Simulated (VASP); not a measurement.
# Al (Fm-3m) in VASP: a series of runs

Runs on Al. Level: LDA. Tasks: single point.

All numbers are computed with VASP 6.6.1; they aren't measurements. Logs are shortened: lines on timing, memory, paths and dates and some standing lists are left out, and cuts for length are marked.

**1. The undisturbed crystal**

The structure is cubic, space group Fm-3m (No. 225). The conventional cell has a = 4.050 Å, b = 4.050 Å, c = 4.050 Å, α = 90.00°, β = 90.00°, γ = 90.00°. Al (site symmetry m-3m) is surrounded by 12 Al at 2.86 Å.

**2. Single point, LDA (grid = ENCUT=350 dk=0.35 cell=2x2x2 ISMEAR=1 SIGMA=0.1 LREAL=Auto EDIFF=1e-06)**

Input file INCAR:

```
ALGO = Fast
EDIFF = 1E-6
ENCUT = 350
ISIF = 2
ISMEAR = 1
LASPH = T
LCHARG = F
LREAL = Auto
LWAVE = F
NBANDS = 18
NELM = 120
PREC = Accurate
SIGMA = 0.1
```

Input file KPOINTS:

```
k-points
0
Gamma
  4 4 4
```

Input file POSCAR:

```
Al
1.0
    0.0000000000      4.0496100000      4.0496100000
    4.0496100000      0.0000000000      4.0496100000
    4.0496100000      4.0496100000      0.0000000000
Al
7
Direct
    0.0000000000      0.0000000000      0.5000000000
    0.0000000000      0.5000000000      0.0000000000
    0.0000000000      0.5000000000      0.5000000000
    0.5000000000      0.0000000000      0.0000000000
    0.5000000000      0.0000000000      0.5000000000
    0.5000000000      0.5000000000      0.0000000000
    0.5000000000      0.5000000000      0.5000000000
```

Potentials or basis: VASP PAW LDA potentials, release 64 (Al).

Command:

```sh
> cat potpaw_LDA.64/Al/POTCAR > POTCAR
> mpirun -np 1 vasp_std > vasp.out
```

OUTCAR:

```text
EDIFF = 1E-6
   ENCUT = 350
   ISIF = 2
   ISMEAR = 1
   LASPH = T
   LREAL = Auto
   NELM = 120
   PREC = Accurate

 Found      8 irreducible k-points:

 Following reciprocal coordinates:
            Coordinates               Weight
  0.000000  0.000000  0.000000      1.000000
  0.250000  0.000000  0.000000      8.000000
  0.500000  0.000000  0.000000      4.000000
  0.250000  0.250000  0.000000      6.000000
  0.500000  0.250000  0.000000     24.000000
 -0.250000  0.250000  0.000000     12.000000
   k-points           NKPTS =      8   k-points in BZ     NKDIM =      8   number of bands    NBANDS=     18
   number of dos      NEDOS =    301   number of ions     NIONS =      7
   total plane-waves  NPLWV =  46656
   dimension x,y,z NGX =    36 NGY =   36 NGZ =   36
   dimension x,y,z NGXF=    72 NGYF=   72 NGZF=   72
   ions per type =               7
   NGX,Y,Z   is equivalent  to a cutoff of  10.45, 10.45, 10.45 a.u.
   NGXF,Y,Z  is equivalent  to a cutoff of  20.90, 20.90, 20.90 a.u.
 SYSTEM =  unknown system
   PREC   = accura    normal or accurate (medium, high low for compatibility)
   ISTART =      0    job   : 0-new  1-cont  2-samecut
   ICHARG =      2    charge: 1-file 2-atom 10-const
   ISPIN  =      1    spin polarized calculation?
   LNONCOLLINEAR =      F non collinear calculations
   LSORBIT =      F    spin-orbit coupling
   LASPH  =      T    aspherical Exc in radial PAW
   ENCUT  =  350.0 eV  25.72 Ry    5.07 a.u.   8.74  8.74  8.74*2*pi/ulx,y,z
   NELM   =    120;   NELMIN=  2; NELMDL= -5     # of ELM steps
   EDIFF  = 0.1E-05   stopping-criterion for ELM
   LREAL  =      T    real-space projection
   EDIFFG = 0.1E-04   stopping-criterion for IOM
   NSW    =      0    number of steps for IOM
[... 5 lines left out ...]
   TEBEG  =    0.0;   TEEND  =   0.0 temperature during run
   PSTRESS=    0.0 pullay stress
   NELECT =      21.0000    total number of electrons
   NUPDOWN=      -1.0000    fix difference up-down
   EMIN   =  10.00;   EMAX   =-10.00  energy-range for DOS
   EFERMI =   0.00;   METHOD = LEGACY
   ISMEAR =     1;   SIGMA  =   0.10  broadening in eV -4-tet -1-fermi 0-gaus
   EFERMI_NEDOS =   21; number of points for ismear=-14 and -15
   IALGO  =     68    algorithm
   IMIX   =      4    mixing-type and parameters
     AMIX     =   0.40;   BMIX     =  1.00
     AMIX_MAG =   1.60;   BMIX_MAG =  1.00
  volume/ion in A,a.u.               =      18.97       128.05
  Fermi-wavevector in a.u.,A,eV,Ry     =   0.885234  1.672850 10.662058  0.783639
  Thomas-Fermi vector in A             =   2.006240
   LORBIT       =      0    0 simple, 1 ext, 2 COOP (PROOUT), +10 PAW based schemes
   GGA     = CA    functional components
   LHFCALC =     F    Hartree Fock is set to
   AEXX    =    0.0000 exact exchange contribution
   IVDW    =     0    specifies the selected vdW correction
   LEPSILON=     F    determine dielectric tensor
   LRPA    =     F    only Hartree local field effects (RPA)
 non-spin polarized calculation
 RMM-DIIS sequential band-by-band and
 Methfessel and Paxton  Order N= 1 SIGMA  =   0.10
  energy-cutoff  :      350.00
  volume of cell :      132.82
 maximum number of plane-waves:      1996
 NGX is ok and might be reduce to    36
   NGX = 17   NGY = 17   NGZ = 17

 number of electron      21.0000000 magnetization

 Free energy of the ion-electron system (eV)
  ---------------------------------------------------
  ext. energy  EPLUGINS =         0.00000000
  ---------------------------------------------------
  free energy    TOTEN  =       -28.19456661 eV

  energy without entropy =      -28.19542847  energy(sigma->0) =      -28.19485390

 E-fermi :   6.2276     XC(G=0):  -9.7346

 val. band max:        6.1524540097   @ k =   0.5000   0.2500   0.0000
 cond. band min:       6.2466791536   @ k =   0.5000   0.0000   0.0000
 fundamental gap:      0.0942251439
 Fermi energy:         6.2276204466

 k-point     1 :       0.0000    0.0000    0.0000
  band No.  band energies     occupation
      1      -4.0856      2.00000
      2       1.9171      2.00000
      3       2.2982      2.00000
      4       2.2982      2.00000
      5       2.2982      2.00000
      6       2.4077      2.00000
      7       2.4077      2.00000
      8       2.4077      2.00000
      9       3.3066      2.00000
     10       4.7278      2.00000
     11       4.7278      2.00000
     12       4.7278      2.00000
     13       5.2836      2.00000
     14       5.2836      2.00000
     15       7.9411     -0.00000
     16      12.2279      0.00000
     17      12.2305      0.00000
     18      12.2402      0.00000

 k-point     2 :       0.2500    0.0000    0.0000
  band No.  band energies     occupation
      1      -3.6845      2.00000
      2      -0.3807      2.00000
      3       1.6632      2.00000
      4       1.6682      2.00000
      5       1.6682      2.00000
      6       2.8873      2.00000
      7       2.8873      2.00000
      8       3.4021      2.00000
      9       4.2804      2.00000
     10       4.2804      2.00000
     11       4.8596      2.00000
     12       5.9418      2.00040
     13       7.4007     -0.00000
     14       7.4007     -0.00000
     15       9.2452      0.00000
     16       9.2452      0.00000
     17       9.3517      0.00000
     18       9.7221      0.00000

 k-point     3 :       0.5000    0.0000    0.0000
  band No.  band energies     occupation
      1      -2.7578      2.00000
      2      -2.0823      2.00000
      3       1.4204      2.00000
      4       1.5169      2.00000
      5       1.5169      2.00000
      6       2.4280      2.00000
      7       2.4280      2.00000
      8       3.2913      2.00000
      9       6.2467      0.68383
     10       6.2467      0.68383
     11       6.3575     -0.06940
     12       6.3575     -0.06940
     13       6.6351     -0.00000
     14       6.9418     -0.00000
     15       9.8754      0.00000
     16       9.9856      0.00000
     17      10.5573      0.00000
     18      10.7029      0.00000

 k-point     4 :       0.2500    0.2500    0.0000
  band No.  band energies     occupation
      1      -3.5489      2.00000
      2       0.4026      2.00000
      3       0.4773      2.00000
      4       0.8365      2.00000
      5       0.8365      2.00000
      6       2.4804      2.00000
      7       4.3608      2.00000
      8       4.3608      2.00000
      9       4.7682      2.00000
     10       5.1665      2.00000
     11       5.7458      2.00000
     12       5.7458      2.00000
     13       5.8305      2.00000
     14       7.7049     -0.00000
     15       8.9584      0.00000
     16       8.9584      0.00000
     17       9.9766      0.00000
     18      10.4096      0.00000

 k-point     5 :       0.5000    0.2500    0.0000
  band No.  band energies     occupation
      1      -2.6582      2.00000
      2      -1.4651      2.00000
      3      -0.4370      2.00000
      4       0.6979      2.00000
      5       1.2443      2.00000
      6       3.3023      2.00000
      7       3.8714      2.00000
      8       3.9907      2.00000
      9       5.3516      2.00000
     10       6.1525      1.95326
     11       6.4522     -0.00668
     12       7.1242     -0.00000
     13       7.3486     -0.00000
     14       8.3991      0.00000
     15       8.5673      0.00000
     16       9.5978      0.00000
     17      10.1015      0.00000
     18      10.3544      0.00000

 k-point     6 :      -0.2500    0.2500    0.0000
  band No.  band energies     occupation
      1      -3.0322      2.00000
      2      -0.9750      2.00000
      3      -0.5729      2.00000
      4       1.3061      2.00000
      5       1.8060      2.00000
      6       3.2149      2.00000
      7       3.3807      2.00000
      8       4.0331      2.00000
      9       4.4691      2.00000
     10       5.3756      2.00000
     11       5.8253      2.00000
     12       6.8155     -0.00000
     13       7.7170     -0.00000
     14       8.3003      0.00000
     15       9.2563      0.00000
     16       9.6318      0.00000
     17       9.8558      0.00000
     18      10.7751      0.00000

 [... further k-points ...]

------------------------ aborting loop because EDIFF is reached ----------------------------------------

  FORCE on cell =-STRESS in cart. coord.  units (eV):
  Direction    XX          YY          ZZ          XY          YZ          ZX
  --------------------------------------------------------------------------------------
  -------------------------------------------------------------------------------------
  Total       -4.5157978     -4.5157978     -4.5157978      0.0000000     -0.0000000      0.0000000
  in kB      -54.4722701    -54.4722701    -54.4722701      0.0000000     -0.0000000      0.0000000
  external PRESSURE =     -54.4722701 kB  Pullay stress =       0.0000000 kB

 VOLUME and BASIS-vectors are now :
 -----------------------------------------------------------------------------
  energy-cutoff  :      350.00
  volume of cell :      132.82
      direct lattice vectors                 reciprocal lattice vectors
     0.000000000  4.049610000  4.049610000    -0.123468680  0.123468680  0.123468680
     4.049610000  0.000000000  4.049610000     0.123468680 -0.123468680  0.123468680
     4.049610000  4.049610000  0.000000000     0.123468680  0.123468680 -0.123468680

 POSITION                                       TOTAL-FORCE (eV/Angst)
 -----------------------------------------------------------------------------------
      2.02481      2.02481      0.00000        -0.000000      0.000000     -0.000000
      2.02481      0.00000      2.02481         0.000000      0.000000      0.000000
      4.04961      2.02481      2.02481         0.000000     -0.000000      0.000000
      0.00000      2.02481      2.02481        -0.000000      0.000000      0.000000
      2.02481      4.04961      2.02481         0.000000     -0.000000      0.000000
      2.02481      2.02481      4.04961         0.000000      0.000000     -0.000000
      4.04961      4.04961      4.04961        -0.000000      0.000000      0.000000
 -----------------------------------------------------------------------------------
    total drift:                                0.000000     -0.000000     -0.000000

  FREE ENERGIE OF THE ION-ELECTRON SYSTEM (eV)
  ---------------------------------------------------
  free  energy   TOTEN  =       -28.1945666142 eV

  energy  without entropy=      -28.1954284673  energy(sigma->0) =      -28.19485390
```

It took 6.5 s on 1 thread of Intel Xeon 6975P-C (Granite Rapids), shared host; peak memory 0.15 GiB.

The run converged, but some of its settings lie outside the range that counts as converged, so its numbers aren't taken as properties of the crystal.

Results:

- Free energy: -28.1946 eV
- Pressure: -5.4 GPa
- Band gap on the k mesh: none (metal or under the smearing width)

**3. Single point, LDA (grid = ENCUT=400 dk=0.35 cell=2x2x2 ISMEAR=1 SIGMA=0.1 LREAL=Auto EDIFF=1e-06)**

INCAR, as its differences from that of step 2:

```diff
@@ -2,3 +2,3 @@
 EDIFF = 1E-6
-ENCUT = 350
+ENCUT = 400
 ISIF = 2
```

KPOINTS is that of step 2.

POSCAR is that of step 2.

Potentials or basis: VASP PAW LDA potentials, release 64 (Al).

Command:

```sh
> cat potpaw_LDA.64/Al/POTCAR > POTCAR
> mpirun -np 1 vasp_std > vasp.out
```

Wall time 10 s (1 thread of Intel Xeon 6975P-C (Granite Rapids), shared host); peak memory 0.17 GiB.

These settings aren't checked as converged: the numbers below hold their error.

Results:

| Item | Value |
| --- | --- |
| Free energy | -28.1982 eV |
| Pressure | -5.4 GPa |
| Band gap on the k mesh | none (metal or under the smearing width) |

(Continued in part 2 of 2.)
